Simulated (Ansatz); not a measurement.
**CdSe4 polymorphs, one row open**

Theory: DFT PBE, scalar-relativistic, plane waves, PAW (Ansatz 0.2.0). All cells share a 420 eV cutoff and Γ-centred k meshes spaced at most about 0.3 Å⁻¹ (about 0.25 or finer for metals, 2π included). No spin polarisation.

All energies are static (0 K, no zero-point motion). Rows are sorted by volume; energies count from the lowest form computed. Coordination counts Se atoms around Cd (those within 1.25 times the shortest such distance or 1.15 times the sum of covalent radii).

| row | form | source | atoms | coordination | V (Å³/atom) | gap on mesh (eV) | ΔE (meV/atom) |
| --- | --- | --- | --- | --- | --- | --- | --- |
| 1 | P-3m1 | invented | 5 | Cd 6 | 23.5 | 0 | 105 |
| 2 | P-43m | invented | 5 | Cd 4 | 26.0 | 0 | 510 |
| 3 | Pm-3m | invented | 5 | Cd 6 | 27.7 | 0 | ? |
| 4 | I4/mmm | invented | 5 | Cd 4 | 28.3 | 0 | 236 |
| 5 | I4/m | invented | 5 | Cd 4 | 30.3 | 0 | 0 |

The cell of row 3:

```
Cd Se
1.0
     5.17480    0.00000    0.00000
     0.00000    5.17480    0.00000
     0.00000    0.00000    5.17480
Cd Se
1 4
Direct
  0.50000 0.50000 0.50000
  0.00000 0.00000 0.00000
  0.50000 0.50000 0.00000
  0.50000 0.00000 0.50000
  0.00000 0.50000 0.50000
```

Problem. Estimate the missing energy, and say where the row ranks.

Solution. 0.80 eV/atom, which puts it above row 2, the highest in the table. Counting Se atoms around Cd, row 3 has Cd 6 and the lowest form (row 5) has Cd 4. The lowest form (row 5) holds Se–Se chains (shortest 2.51 Å); in row 3 the shortest Se–Se distance is 3.66 Å.

An observed structure of this formula, if there is one, may be missing.

Weakly bound directions are ill-defined at this level, which has no dispersion term (I4/mmm), and this can change margins and order among such cells. Cells relaxed within their symmetry can be saddle points. Some structure types and database cells were kept out of the candidates from the start, so a known form may be missing.
